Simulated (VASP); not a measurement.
# BP (F-43m) in VASP: a series of runs

One crystal, BP, is run at these levels: PBEsol, PBE; tasks: dielectric tensor, phonons, elastic constants.

Everything below comes from runs of VASP 6.6.1. Logs are shortened: lines on timing, memory, paths and dates and some standing lists are left out, and cuts for length are marked.

### 1 The crystal as given

It takes space group F-43m (No. 216, cubic). The conventional cell has a = 4.535 Å, b = 4.535 Å, c = 4.535 Å, α = 90.00°, β = 90.00°, γ = 90.00°. Around B (site symmetry -43m) lie 4 P at 1.96 Å. Around P (site symmetry -43m) lie 4 B at 1.96 Å.

### 2 Dielectric tensor, PBEsol

INCAR reads:

```
SYSTEM = BP
PREC = Accurate
ENCUT = 600
EDIFF = 1E-8
ISMEAR = 0
SIGMA = 0.03
LREAL = .FALSE.
LASPH = .TRUE.
NELM = 80
ALGO = Normal
ISIF = 2
LWAVE = .FALSE.
LCHARG = .FALSE.
GGA = PS
LEPSILON = .TRUE.
```

KPOINTS reads:

```
regular mesh
0
Monkhorst
  16 16 16
  0 0 0
```

POSCAR reads:

```
BP                                      
1.0
   -0.0000000000      2.2673412899      2.2673412899
    2.2673412899      0.0000000000      2.2673412899
    2.2673412899      2.2673412899      0.0000000000
  B               P             
     1     1
Direct
     0.0000000000000000    0.0000000000000000    0.0000000000000000
     0.2500000000000000    0.2500000000000000    0.2500000000000000
```

Potentials or basis: VASP PAW PBE potentials, release 64 (B, P).

Launch:

```bash
$ cat potpaw_PBE.64/B/POTCAR potpaw_PBE.64/P/POTCAR > POTCAR
$ mpirun -np 1 vasp_std > vasp.out
```

OUTCAR:

```text
SYSTEM = BP
   PREC = Accurate
   ENCUT = 600
   EDIFF = 1E-8
   ISMEAR = 0
   LREAL = .FALSE.
   LASPH = .TRUE.
   NELM = 80
   ISIF = 2
   GGA = PS
   LEPSILON = .TRUE.

 ion  position               nearest neighbor table
   1  0.000  0.000  0.000-   2 1.96   2 1.96   2 1.96   2 1.96
   2  0.250  0.250  0.250-   1 1.96   1 1.96   1 1.96   1 1.96

  LATTYP: Found a face centered cubic cell.
 ALAT       =     4.5346825798

  Lattice vectors:

 A1 = (   0.0000000000,   2.2673412899,   2.2673412899)
 A2 = (   2.2673412899,   0.0000000000,   2.2673412899)
 A3 = (   2.2673412899,   2.2673412899,   0.0000000000)

Analysis of symmetry for initial positions (statically):
=====================================================================
 Subroutine PRICEL returns:
 Original cell was already a primitive cell.

 Routine SETGRP: Setting up the symmetry group for a
 face centered cubic supercell.

 Subroutine GETGRP returns: Found 24 space group operations
 (whereof 24 operations were pure point group operations)
 out of a pool of 48 trial point group operations.

The static configuration has the point symmetry T_d .

Analysis of symmetry for dynamics (positions and initial velocities):
=====================================================================
 Subroutine PRICEL returns:
 Original cell was already a primitive cell.

 Routine SETGRP: Setting up the symmetry group for a
 face centered cubic supercell.

 Subroutine GETGRP returns: Found 24 space group operations
 (whereof 24 operations were pure point group operations)
 out of a pool of 48 trial point group operations.

The dynamic configuration has the point symmetry T_d .

 Subroutine INISYM returns: Found 24 space group operations
 (whereof 24 operations are pure point group operations),
 and found     1 'primitive' translations

----------------------------------------------------------------------------------------

                                     Primitive cell

  volume of cell :      23.3121

  direct lattice vectors                    reciprocal lattice vectors
     0.000000000  2.267341290  2.267341290    -0.220522602  0.220522602  0.220522602
     2.267341290  0.000000000  2.267341290     0.220522602 -0.220522602  0.220522602
     2.267341290  2.267341290  0.000000000     0.220522602  0.220522602 -0.220522602

  length of vectors
     3.206504803  3.206504803  3.206504803     0.381956350  0.381956350  0.381956350

  position of ions in fractional coordinates (direct lattice)
     0.000000000  0.000000000  0.000000000
     0.250000000  0.250000000  0.250000000

  ion indices of the primitive-cell ions
   primitive index   ion index
                 1           1
                 2           2

----------------------------------------------------------------------------------------

 KPOINTS: regular mesh

Automatic generation of k-mesh.
 Grid dimensions read from file:
 generate k-points for:   16   16   16

 Generating k-lattice:

  Cartesian coordinates                     Fractional coordinates (reciprocal lattice)
    -0.013782663  0.013782663  0.013782663     0.062500000  0.000000000  0.000000000
     0.013782663 -0.013782663  0.013782663     0.000000000  0.062500000  0.000000000
     0.013782663  0.013782663 -0.013782663     0.000000000  0.000000000  0.062500000

  Length of vectors
     0.023872272  0.023872272  0.023872272

  Shift w.r.t. Gamma in fractional coordinates (k-lattice)
     0.500000000  0.500000000  0.500000000

 Subroutine IBZKPT returns following result:
 ===========================================

 Found    408 irreducible k-points:

 Following reciprocal coordinates:
            Coordinates               Weight
  0.031250  0.031250  0.031250      8.000000
  0.093750  0.031250  0.031250     24.000000
  0.156250  0.031250  0.031250     24.000000
  0.218750  0.031250  0.031250     24.000000
  0.281250  0.031250  0.031250     24.000000
  0.343750  0.031250  0.031250     24.000000
[... 16 lines left out ...]
  0.468750  0.093750  0.031250     48.000000
 -0.468750  0.093750  0.031250     48.000000
 [... further k-points ...]
   k-points           NKPTS =    408   k-points in BZ     NKDIM =    408   number of bands    NBANDS=      8
   number of dos      NEDOS =    301   number of ions     NIONS =      2
   total plane-waves  NPLWV =  21952
   dimension x,y,z NGX =    28 NGY =   28 NGZ =   28
   dimension x,y,z NGXF=    56 NGYF=   56 NGZF=   56
   ions per type =               1   1
   NGX,Y,Z   is equivalent  to a cutoff of  14.52, 14.52, 14.52 a.u.
   NGXF,Y,Z  is equivalent  to a cutoff of  29.03, 29.03, 29.03 a.u.
 SYSTEM =  BP
   PREC   = accura    normal or accurate (medium, high low for compatibility)
   ISTART =      0    job   : 0-new  1-cont  2-samecut
   ICHARG =      2    charge: 1-file 2-atom 10-const
   ISPIN  =      1    spin polarized calculation?
   LNONCOLLINEAR =      F non collinear calculations
   LSORBIT =      F    spin-orbit coupling
   LASPH  =      T    aspherical Exc in radial PAW
   ENCUT  =  600.0 eV  44.10 Ry    6.64 a.u.   6.40  6.40  6.40*2*pi/ulx,y,z
   NELM   =     80;   NELMIN=  2; NELMDL= -5     # of ELM steps
   EDIFF  = 0.1E-07   stopping-criterion for ELM
   LREAL  =      F    real-space projection
   EDIFFG = 0.1E-06   stopping-criterion for IOM
   NSW    =      0    number of steps for IOM
   IBRION =     -1    ionic relax: 0-MD 1-quasi-New 2-CG
   NFREE  =      0    steps in history (QN), initial steepest desc. (CG)
   ISIF   =      2    stress and relaxation
   ISYM   =      2    0-nonsym 1-usesym 2-fastsym
   POTIM  = 0.5000    time-step for ionic-motion
   TEBEG  =    0.0;   TEEND  =   0.0 temperature during run
   PSTRESS=    0.0 pullay stress
   NELECT =       8.0000    total number of electrons
   NUPDOWN=      -1.0000    fix difference up-down
   EMIN   =  10.00;   EMAX   =-10.00  energy-range for DOS
   EFERMI =   0.00;   METHOD = LEGACY
   ISMEAR =     0;   SIGMA  =   0.03  broadening in eV -4-tet -1-fermi 0-gaus
   EFERMI_NEDOS =   21; number of points for ismear=-14 and -15
   IALGO  =     38    algorithm
   IMIX   =      4    mixing-type and parameters
     AMIX     =   0.40;   BMIX     =  1.00
     AMIX_MAG =   1.60;   BMIX_MAG =  1.00
  volume/ion in A,a.u.               =      11.66        78.66
  Fermi-wavevector in a.u.,A,eV,Ry     =   1.146158  2.165925 17.873685  1.313679
  Thomas-Fermi vector in A             =   2.282844
   LORBIT       =      0    0 simple, 1 ext, 2 COOP (PROOUT), +10 PAW based schemes
   GGA     = PS    functional components
   LHFCALC =     F    Hartree Fock is set to
   AEXX    =    0.0000 exact exchange contribution
   IVDW    =     0    specifies the selected vdW correction
   LEPSILON=     T    determine dielectric tensor
   LRPA    =     F    only Hartree local field effects (RPA)
 non-spin polarized calculation
 Gauss-broadening in eV      SIGMA  =   0.03
  energy-cutoff  :      600.00
  volume of cell :       23.31
 maximum number of plane-waves:       794
 NGX is ok and might be reduce to    28
   NGX = 13   NGY = 13   NGZ = 13

--------------------------------------- Ionic step        1  -------------------------------------------

 number of electron       8.0000000 magnetization

 E-fermi :   7.5310     XC(G=0): -11.0551

 val. band max:        7.3971028132   @ k =   0.0313   0.0313   0.0313
 cond. band min:       8.6148112846   @ k =  -0.4063  -0.4063   0.0313
 fundamental gap:      1.2177084713
 Fermi energy:         7.5310338969

 k-point     1 :       0.0313    0.0313    0.0313
  band No.  band energies     occupation
      1      -8.0687      2.00000
      2       7.2703      2.00000
      3       7.3971      2.00000
      4       7.3971      2.00000
      5      10.8370      0.00000
      6      10.8370      0.00000
      7      10.8629      0.00000
      8      14.8597      0.00000
[... 243 lines left out ...]
 k-point    24 :      -0.4688    0.0938    0.0313
  band No.  band energies     occupation
      1      -4.6382      2.00000
      2      -1.5739      2.00000
      3       5.0255      2.00000
      4       5.4394      2.00000
      5      11.3756      0.00000
      6      12.1341      0.00000
      7      12.6219      0.00000
      8      17.6108      0.00000

 [... further k-points ...]

  FORCE on cell =-STRESS in cart. coord.  units (eV):
  Direction    XX          YY          ZZ          XY          YZ          ZX
  --------------------------------------------------------------------------------------
  -------------------------------------------------------------------------------------
  Total       -0.2177433     -0.2177433     -0.2177433      0.0000000      0.0000000      0.0000000
  in kB      -14.9649286    -14.9649286    -14.9649286      0.0000000      0.0000000      0.0000000
  external PRESSURE =     -14.9649286 kB  Pullay stress =       0.0000000 kB

 VOLUME and BASIS-vectors are now :
 -----------------------------------------------------------------------------
  energy-cutoff  :      600.00
  volume of cell :       23.31
      direct lattice vectors                 reciprocal lattice vectors
     0.000000000  2.267341290  2.267341290    -0.220522602  0.220522602  0.220522602
     2.267341290  0.000000000  2.267341290     0.220522602 -0.220522602  0.220522602
     2.267341290  2.267341290  0.000000000     0.220522602  0.220522602 -0.220522602

 POSITION                                       TOTAL-FORCE (eV/Angst)
 -----------------------------------------------------------------------------------
      0.00000      0.00000      0.00000         0.000000      0.000000      0.000000
      1.13367      1.13367      1.13367        -0.000000     -0.000000     -0.000000
 -----------------------------------------------------------------------------------
    total drift:                               -0.000000     -0.000000      0.000000

  FREE ENERGIE OF THE ION-ELECTRON SYSTEM (eV)
  ---------------------------------------------------
  free  energy   TOTEN  =       -13.6747037550 eV

  energy  without entropy=      -13.6747037550  energy(sigma->0) =      -13.67470376

 HEAD OF MICROSCOPIC STATIC DIELECTRIC TENSOR (INDEPENDENT PARTICLE, excluding Hartree and local field effects)
 ------------------------------------------------------
           9.749407     0.000000     0.000000
           0.000000     9.749407     0.000000
          -0.000000     0.000000     9.749407
 ------------------------------------------------------

 Free energy of the ion-electron system (eV)
  ---------------------------------------------------
  ---------------------------------------------------
  free energy    TOTEN  =        -0.57152386 eV

  energy without entropy =       -0.57152386

------------------------ aborting loop because EDIFF is reached ----------------------------------------

--------------------------------------- Ionic step        2  -------------------------------------------

------------------------ aborting loop because EDIFF is reached ----------------------------------------

--------------------------------------- Ionic step        3  -------------------------------------------

 Free energy of the ion-electron system (eV)
  ---------------------------------------------------
  ---------------------------------------------------
  free energy    TOTEN  =        -0.57152372 eV

  energy without entropy =       -0.57152372

------------------------ aborting loop because EDIFF is reached ----------------------------------------

 PIEZOELECTRIC TENSOR FIELD DIRECTION 3  (e Angst)
 -----------------------------------------------------------------------------
    -0.00087  0.17461  0.00000           ( -0.00000  0.07327  0.00000)
     0.17461 -0.00087  0.00000           (  0.07327 -0.00000  0.00000)
     0.00000  0.00000  0.00098           (  0.00000  0.00000 -0.00000)

 PIEZOELECTRIC TENSOR FIELD DIRECTION 3  (C/m^2)
 -----------------------------------------------------------------------------
    -0.00060  0.12000  0.00000
     0.12000 -0.00060  0.00000
     0.00000  0.00000  0.00068

 MACROSCOPIC STATIC DIELECTRIC TENSOR (including local field effects in DFT)
 ------------------------------------------------------
           9.339134     0.000000     0.000000
           0.000000     9.339134     0.000000
           0.000000     0.000000     9.339134
 ------------------------------------------------------

 PIEZOELECTRIC TENSOR (including local field effects)  for field in x, y, z        (e  Angst)
          XX          YY          ZZ          XY          YZ          ZX
  --------------------------------------------------------------------------------
  x     0.00000     0.00000     0.00000     0.00000     0.17384     0.00000
  y     0.00000    -0.00000     0.00000     0.00000     0.00000     0.17384
  z    -0.00000    -0.00000     0.00000     0.17384     0.00000     0.00000

 PIEZOELECTRIC TENSOR (including local field effects)  for field in x, y, z        (C/m^2)
          XX          YY          ZZ          XY          YZ          ZX
  --------------------------------------------------------------------------------
  x     0.00000     0.00000     0.00000     0.00000     0.11947     0.00000
  y     0.00000    -0.00000     0.00000     0.00000     0.00000     0.11947
  z    -0.00000    -0.00000     0.00000     0.11947     0.00000     0.00000

 BORN EFFECTIVE CHARGES (including local field effects) (in |e|, cummulative output)
 ---------------------------------------------------------------------------------
 ion    1
    1    -0.51218     0.00000     0.00000
    2     0.00000    -0.51218     0.00000
    3     0.00000     0.00000    -0.51218
 ion    2
    1     0.51218     0.00000     0.00000
    2    -0.00000     0.51218    -0.00000
    3     0.00000     0.00000     0.51218
```

It took 21 min on 1 thread of AMD EPYC 9R45 (Zen 5), shared host; peak memory 1.1 GiB.

What came out:

```
Electronic dielectric tensor (diagonal) : 9.34
Born charges (mean of the diagonal)     : B -0.51; P +0.51 e
```

Levels at points of the mesh, in eV from the valence-band top:
```tsv
k point	band 1	band 2	band 3	band 4	band 5	band 6	band 7	band 8
(0.03, 0.03, 0.03)	-15.47	-0.13	0.00	0.00	3.44	3.44	3.47	7.46
```

Electronic dielectric tensor:
```
9.34 0.00 0.00
0.00 9.34 0.00
0.00 0.00 9.34
```

Born effective charge tensors (e):
atom 1, B
```
-0.51  0.00  0.00
 0.00 -0.51  0.00
 0.00  0.00 -0.51
```
atom 2, P
```
0.51 0.00 0.00
0.00 0.51 0.00
0.00 0.00 0.51
```

Caveat: the PAW data sets were made with another functional, which shifts forces and pressure a little.

[end of part 1 of 3]
